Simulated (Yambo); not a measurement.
# AlN (P6_3mc) in Yambo: notebook, part 3 of 3

Yambo 5.3.0.

## Step 6: Optical spectrum by the Bethe-Salpeter equation, PBEsol

bse2.in reads:

```
optics
bse
bss
rim_cut
em1s
RandQpts= 1000000
RandGvec= 50 RL
Chimod= "HARTREE"
% BndsRnXs
 1 | 33 |
%
NGsBlkXs= 5 Ry
% LongDrXs
 1 | 0 | 0 |
%
BSKmod= "SEX"
BSEmod= "retarded"
BSSmod= "d"
% BSEQptR
 1 | 1 |
%
% BSEBands
 7 | 10 |
%
BSENGexx= 20 Ry
BSENGBlk= 5 Ry
% BEnRange
 0 | 20 | eV
%
% BDmRange
 0.1 | 0.1 | eV
%
BEnSteps= 200
% BLongDir
 1 | 0 | 0 |
%
BSEprop= "abs"
WRbsWF
% KfnQP_E
 1.55 | 1.0 | 1.0 |
%
```

scf.in reads:

```
&CONTROL
  calculation = 'scf'
  prefix = 'pwscf'
  outdir = './tmp'
  pseudo_dir = './pseudo'
/
&SYSTEM
  ibrav = 0
  nat = 4
  ntyp = 2
  ecutwfc = 84
  nbnd = 14
  occupations = 'smearing'
  smearing = 'fd'
  degauss = 0.00367493
  force_symmorphic = .true.
/
&ELECTRONS
  conv_thr = 8d-10
  electron_maxstep = 120
  mixing_beta = 0.5
/
ATOMIC_SPECIES
Al    26.9815 Al.upf
N     14.0070 N.upf
CELL_PARAMETERS angstrom
   3.1130000000    0.0000000000    0.0000000000
  -1.5565000000    2.6959370820    0.0000000000
   0.0000000000    0.0000000000    4.9810000000
ATOMIC_POSITIONS crystal
Al     0.6666666667    0.3333333333    0.5000000000
Al     0.3333333333    0.6666666667    0.0000000000
N      0.6666666667    0.3333333333    0.8800000000
N      0.3333333333    0.6666666667    0.3800000000
K_POINTS automatic
12 12 6 0 0 0
```

nscf.in reads:

```
&CONTROL
  calculation = 'nscf'
  prefix = 'pwscf'
  outdir = './tmp'
  pseudo_dir = './pseudo'
/
&SYSTEM
  ibrav = 0
  nat = 4
  ntyp = 2
  ecutwfc = 84
  nbnd = 158
  occupations = 'fixed'
  force_symmorphic = .true.
/
&ELECTRONS
  conv_thr = 1d-08
  diago_full_acc = .true.
  diago_thr_init = 1d-06
/
ATOMIC_SPECIES
Al    26.9815 Al.upf
N     14.0070 N.upf
CELL_PARAMETERS angstrom
   3.1130000000    0.0000000000    0.0000000000
  -1.5565000000    2.6959370820    0.0000000000
   0.0000000000    0.0000000000    4.9810000000
ATOMIC_POSITIONS crystal
Al     0.6666666667    0.3333333333    0.5000000000
Al     0.3333333333    0.6666666667    0.0000000000
N      0.6666666667    0.3333333333    0.8800000000
N      0.3333333333    0.6666666667    0.3800000000
K_POINTS automatic
3 3 4 0 0 0
```

Potentials or basis: PseudoDojo 0.4.1 SR PBEsol standard.

Command:

```console
$ OMP_NUM_THREADS=1 pw.x -in scf.in > scf.out
$ OMP_NUM_THREADS=1 pw.x -in nscf.in > nscf.out
$ cd tmp/pwscf.save; p2y; mv SAVE ../..; cd ../..
$ OMP_NUM_THREADS=1 yambo
$ mkdir -p bse2; ln -s $PWD/g0w00/ndb.RIM bse2/
$ OMP_NUM_THREADS=1 yambo -F bse2.in -J bse2 -C bse2_out
$ OMP_NUM_THREADS=1 ypp -J bse2 -C bse2_out -e s -b 1
```

Yambo's report:

```text
[... sections 02.01 to 02.04 as in the set-up run ...]

  [02.05] Energies & Occupations
  ==============================

  [X] === General ===
  [X] Electronic Temperature                        :  0.000000  0.000000 [eV K]
  [X] Bosonic    Temperature                        :  0.000000  0.000000 [eV K]
  [X] Finite Temperature mode                       : no
  [X] El. density                                   :  0.38275E+24 [cm-3]
  [X] Fermi Level                                   :  7.010938 [eV]

  [X] === Gaps and Widths ===
  [X] Conduction Band Min                           :  4.136188 [eV]
  [X] Valence Band Max                              :  0.000000 [eV]
  [X] Filled Bands                                  :   8
  [X] Empty Bands                                   :    9  158
  [X] Direct Gap                                    :  4.136188 [eV]
  [X] Direct Gap localized at k                     :  1
  [X] Indirect Gap                                  :  4.136188 [eV]
  [X] Indirect Gap between kpts                     :  1  1
  [X] Last valence band width                       :  2.401431 [eV]
  [X] 1st conduction band width                     :  3.170477 [eV]

 [03] Transferred momenta grid and indexing
 ==========================================

 [BZ sampling] Q-grid is User defined and/or read from the database

 IBZ Q-points                                      :  10
 BZ  Q-points                                      :   36

 K/Q-points units:
 rlu = crystal or reduced units; cc = cartesian coordinates; iku = interal k-units

 Q [ 1]         [rlu]:  0.000000  0.000000  0.000000
 Q [ 2]         [rlu]:  0.000000  0.000000  0.250000
 Q [ 3]         [rlu]:  0.000000  0.000000 -0.500000
 Q [ 4]         [rlu]: -0.40821E-19  0.33333       0.0000
 Q [ 5]         [rlu]: -0.40821E-19  0.33333      0.25000
 Q [ 6]         [rlu]: -0.40821E-19  0.33333     -0.50000
 Q [ 7]         [rlu]:  0.333333  0.333333  0.000000
 Q [ 8]         [rlu]:  0.333333  0.333333  0.250000
 Q [ 9]         [rlu]:  0.333333  0.333333 -0.500000
 Q [10]         [rlu]:  0.40821E-19 -0.33333      0.25000

  [03.01] X + BSE indexes
  =======================

   [03.01.01] Sigma indexes
   ========================

   [WR./SAVE//ndb.kindx]-----------------------------------------------------------
    Fragmentation                                    : no
    Polarization last K ( bz)                        :   36
    Polarization last K (ibz)                        :  10
    QP states                                        :   1  10
    X grid is uniform                                : yes
    Grids (string)                                   :  X B S
    Grids (int-vector)                               :  1  1  0  1

 [04] Coloumb potential Random Integration (RIM)
 ===============================================

 Summary of Coulomb integrals for non-metallic bands |Q|[au] RIM/Bare

 Q [1] 0.100000E-4 0.928237 * Q [2] 0.166880 0.646012
 Q [3] 0.333760 0.872534 * Q [4] 0.411102 1.143679
 Q [10] 0.443682 1.087027 * Q [5] 0.443682 1.086663
 Q [6] 0.529529 1.022105 * Q [7] 0.712050 1.044470
 Q [8] 0.731344 1.037865 * Q [9] 0.786391 1.024498

 [WARNING] [Xs] User bands 1-33 break level degeneracy

 [WARNING] [BS] User bands 7-10 break level degeneracy

 [05] External/Internal QP corrections
 =====================================

 [QP_apply] Action to be applied: USER defined scissor

  [05.01]  QP corrections report
  ==============================

[... 128 lines left out ...]
 [X-CG] R(p) Tot o/o(of R):   1060   7200    100
 [X-CG] R(p) Tot o/o(of R):   2323   7200    100

 [08] Bethe Salpeter Equation driver
 ===================================

  [08.01] Bethe Salpeter Equation @q1
  ===================================

   [08.01.01] Transition pre-analysis @q1
   ======================================

   [08.01.02] Transition Groups build-up @q1
   =========================================

   [BSK] Transition groups (total):  10
   [BSK] Size (resonant):  144
   [BSK]         (total):  144
   [BSK] N. of matrices :  1

   [08.01.03] Loading Dipoles @q1
   ==============================

   [08.01.04] Independent Particles properties @q1
   ===============================================

   [08.01.05] BSE Kernel @q1 (Resonant CORRRELATION EXCHANGE)
   ==========================================================

   [BSE] Exchange components :   415
   [BSE] Correlation components :    55   391

    [08.01.05.01] Screened interaction header I/O
    =============================================

    [08.01.05.02] Main kernel loop
    ==============================

    [WR./bse2//ndb.BS_Q1_CPU_0]-----------------------------------------------------
     Brillouin Zone Q/K grids (IBZ/BZ)                :   10   36   10   36
     RL vectors                                       :   4625 [WF]
     Coulomb cutoff potential                         : none
     Parallel CPUs
     Parallel Roles
     Fragmentation                                    : no
     BS kernel          wavefunctions                 : Perdew, Burke & Ernzerhof SOL(X)+Perdew, Burke & Ernzerhof SOL(C)
     Static diel. fun.  energies                      : Perdew, Burke & Ernzerhof SOL(X)+Perdew, Burke & Ernzerhof SOL(C)
     wavefunctions                                    : Perdew, Burke & Ernzerhof SOL(X)+Perdew, Burke & Ernzerhof SOL(C)
     [K] Identifier                                   :   7656
     [K] Dimension                                    :  144
     [K] Bands                                        :   7  10
     [K] Exchange                                     : yes [res]
     [K] Correlation                                  : yes [res]
     [K] Kernel`s coupling                            : no
     [K] Exchange                                     : no [cpl]
     [K] Correlation                                  : no [cpl]
     [K] W interaction is bare                        : no
     [K] ALDA kernel in R-space                       : no
     [K] RL vectors                                   :   415 [exchange]
     [K] RL vectors                                   :   55 [correlation]
     [K] E/h energy range                             : -1.000000 -1.000000 [eV]
     [K] Coupling range                               :  100.0000  100.0000 [o/o]
     [W] Interaction is diagonal                      : no
     [W] Matrix size                                  :   55
     [W] Bands                                        :    1   33
     [W] e/h energy range                             : -1.000000 -1.000000 [eV]
     [W] Poles                                        :  100.0000 [o/o]
     [W] RL vectors in the sum                        :   4625
     [W] [r,Vnl] included                             : yes
     [W] Field direction                              :  0.100000E-4   0.00000      0.00000
     [W] Coulomb Cutoff                               : none
     [W] Hxc Kernel                                   : HARTREE
     [RIM] RL components                              :   55 [col]
     [RIM] Random points                              :  1000000 [col]
     [SOC] Perturbative SOC                           : no
     [K] Kernel long-range exchange                   : BAR

    [08.01.05.03] Wave-Function Phases
    ==================================

    [BSE] WF phases found       :  65.00000 [o/o]

   [08.01.06] BSE solver(s) @q1
   ============================

   [08.01.07] Diago Solver @q1
   ===========================

   [WR./bse2//ndb.BS_diago_Q1]-----------------------------------------------------
    BS kernel          energies                      : Perdew, Burke & Ernzerhof SOL(X)+Perdew, Burke & Ernzerhof SOL(C)+ user defined corrections @E
    [K] Identifier                                   :   7656
    [K] Dimension                                    :  144
    [K] Bands                                        :   7  10
    [K] Exchange                                     : yes [res]
    [K] Correlation                                  : yes [res]
    [K] Kernel`s coupling                            : no
    [K] Exchange                                     : no [cpl]
    [K] Correlation                                  : no [cpl]
    [K] W interaction is bare                        : no
    [K] ALDA kernel in R-space                       : no
    [K] RL vectors                                   :   415 [exchange]
    [K] RL vectors                                   :   55 [correlation]
    [K] E/h energy range                             : -1.000000 -1.000000 [eV]
    [K] Coupling range                               :  100.0000  100.0000 [o/o]
    [W] Interaction is diagonal                      : no
    [W] Matrix size                                  :   55
    [W] Bands                                        :    1   33
    [W] e/h energy range                             : -1.000000 -1.000000 [eV]
    [W] Poles                                        :  100.0000 [o/o]
    [W] RL vectors in the sum                        :   4625
    [W] [r,Vnl] included                             : yes
    [W] Field direction                              :  0.100000E-4   0.00000      0.00000
    [W] Coulomb Cutoff                               : none
    [W] Hxc Kernel                                   : HARTREE
    [RIM] RL components                              :   55 [col]
    [RIM] Random points                              :  1000000 [col]
    [SOC] Perturbative SOC                           : no
    [K] Kernel long-range exchange                   : BAR
    [BSS] Eigenstates included                       : yes
    [BSS] Field direction                            :  0.100000E-4   0.00000      0.00000
    [BSS] Eigenstates computed                       :  144
    [BSS] Number of BSE matrices                     :  1
```

It took 2.7 min on 1 thread of Arm Neoverse V1, shared host; peak memory 0.29 GiB.

What came out:

- Band gap on the k mesh, mean-field level: 4.14 eV, direct
- Exciton binding energy: 0.52 eV
- Lowest exciton energy: 5.17 eV
- Lowest bright exciton energy: 5.31 eV

Dielectric function (along the field direction of the input):
| energy (eV) | real part | imaginary part |
| --- | --- | --- |
| 0.30 | 2.65 | 0.00 |
| 1.31 | 2.71 | 0.01 |
| 2.31 | 2.87 | 0.02 |
| 3.32 | 3.20 | 0.05 |
| 4.42 | 4.15 | 0.16 |
| 5.43 | 0.28 | 3.52 |
| 6.43 | 0.98 | 7.37 |
| 7.54 | -0.23 | 2.89 |
| 8.54 | -4.25 | 1.30 |
| 9.55 | -1.30 | 0.14 |
| 10.65 | -0.38 | 0.16 |
| 11.66 | 0.00 | 0.03 |
| 12.66 | 0.23 | 0.02 |
| 13.77 | 0.40 | 0.01 |
| 14.77 | 0.51 | 0.01 |
| 15.78 | 0.58 | 0.01 |
| 16.88 | 0.65 | 0.01 |
| 17.89 | 0.69 | 0.00 |
| 18.89 | 0.73 | 0.00 |
| 20.00 | 0.77 | 0.00 |

Lowest exciton energies (eV): 5.17, 5.31, 6.34, 6.39, 6.43, 6.43, 7.10, 7.11

Excitons:
```csv
energy (eV),strength (relative to the strongest)
5.168,3e-05
5.307,0.69
6.345,0.21
6.390,0.54
6.426,1.4e-05
6.426,9.7e-06
7.101,4.4e-05
7.107,0.011
7.126,0.0059
7.139,0.00052
7.150,0.24
7.152,1
```

Caveat: the k mesh is coarse (spacing up to 0.78 Å⁻¹), so the values aren't converged; the scissor is the correction of the direct gap in an earlier G0W0 run on the same states; exciton energies and binding change strongly with the k mesh and aren't converged on this one; spectra need much finer meshes, so this one isn't converged; an odd mesh through Γ misses points on the zone boundary, where band edges often lie.

## Step 7: Overview

| task | cell | direction of the field or of q to 0 | kernel | top of the energy range | energy points | correction of the levels | gap on the mesh (eV) |
| --- | --- | --- | --- | --- | --- | --- | --- |
| optical spectrum | cell squeezed | x | Hartree (RPA with local fields) | 20 eV | 200 | none | 4.50 |
| optical spectrum by the Bethe-Salpeter equation | cell squeezed | x | screened exchange | 20 eV | 200 | scissor | - |
| G0W0 quasiparticle levels | as given | x + y + z | - | - | - | - | - |
| optical spectrum | as given | x | Hartree (RPA with local fields) | 20 eV | 200 | none | 4.14 |
| optical spectrum by the Bethe-Salpeter equation | as given | x | screened exchange | 20 eV | 200 | scissor | - |

Alike in all rows: level PBEsol; potentials or basis PseudoDojo 0.4.1 SR PBEsol standard; no spin polarisation; k mesh 3 × 3 × 4; cutoff (eV) 1143; smearing fixed; the mesh is coarse, so values aren't converged.

Caveats: all runs use coarse meshes; an odd mesh through Γ misses points on the zone boundary, where band edges often lie; spectra need much finer meshes, so this one isn't converged (some runs); these spectra lack excitons (some runs); the scissor is the correction of the direct gap in an earlier G0W0 run on the same states (some runs); exciton energies and binding change strongly with the k mesh and aren't converged on this one (some runs); this version prints the column dSc/dw multiplied by 27.2 (some runs); the terminator is approximate in this version, by hundredths of an eV (some runs).

Total energies depend on the potentials used, so only differences within one code and one set of settings carry meaning.
